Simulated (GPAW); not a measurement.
Runs of GPAW 26.7.0 on Ir. Symmetry: Fm-3m, No. 225, cubic system. Conventional cell: a = 3.831 Å, b = 3.831 Å, c = 3.831 Å, α = 90.00°, β = 90.00°, γ = 90.00°. Around Ir (site symmetry m-3m) lie 12 Ir at 2.71 Å. 

```tsv
task	level	potentials or basis	spin	k mesh	cutoff (eV)	band path	band points	spin axis theta (degrees)	spin axis phi (degrees)	hybrids on these orbitals	mesh quality	pressure (GPa)	V0 of scaled cells (Å³/atom)	B0 (GPa)
band structure	revPBE	the program's PAW data sets (release 1.2.1) made for this functional, pw	SOC, no magnetisation	12 × 12 × 12	600	GXWKGLUWLK,UX	60	0	0	-	not flagged	13.4	-	-
band structure	PBEsol	PAW data sets generated in the run's folder for this functional, pw	SOC, no magnetisation	12 × 12 × 12	600	GXWKGLUWLK,UX	100	54.7	45	-	not flagged	(c)	-	-
band structure	BP86	PAW data sets generated in the run's folder for this functional, pw	SOC, no magnetisation	12 × 12 × 12	600	GXWKGLUWLK,UX	60	54.7	45	-	not flagged	11.8	-	-
equation of state	PBEsol	PAW data sets generated in the run's folder for this functional, pw	off	12 × 12 × 12	600	-	-	-	-	-	not flagged	-	13.99	(b)
equation of state	revPBE+D4	the program's PAW data sets (release 1.2.1) made for this functional, pw	off	12 × 12 × 12	600	-	-	-	-	-	not flagged	-	(a)	389
one-shot levels on a semilocal density	LDA	the program's PAW data sets (release 1.2.1) made for this functional, pw	off	7 × 7 × 7	500	-	-	-	-	["HSE06", "PBE0", "EXX"]	coarse	-10.1	-	-
band structure	r4SCAN	GPAW PAW data sets (gpaw-data 1.2.1), pw	SOC, no magnetisation	12 × 12 × 12	600	GXWKGLUWLK,UX	100	90	0	-	not flagged	2.5	-	-
```

Alike in all rows: cell as given; smearing fermi-dirac 0.05 eV.

Question: Estimate the missing entries.

Answer: (a) 13.96; (b) 387; (c) -2.0.

Caveats: some runs use coarse meshes; spin-orbit coupling was added after a scalar SCF, so levels and gaps hold it while energy, forces, pressure and moments don't (some runs); this program's spin-orbit splittings come out too wide for heavy elements (some runs); the cutoff is short for stress and forces, so pressures can be off by a GPa or more (some runs); one-shot exact exchange on a metal's smeared states is rough (some runs); the PAW data sets were made with another functional, which shifts forces and pressure a little (some runs).

Runs at the PBE level aren't shown here.
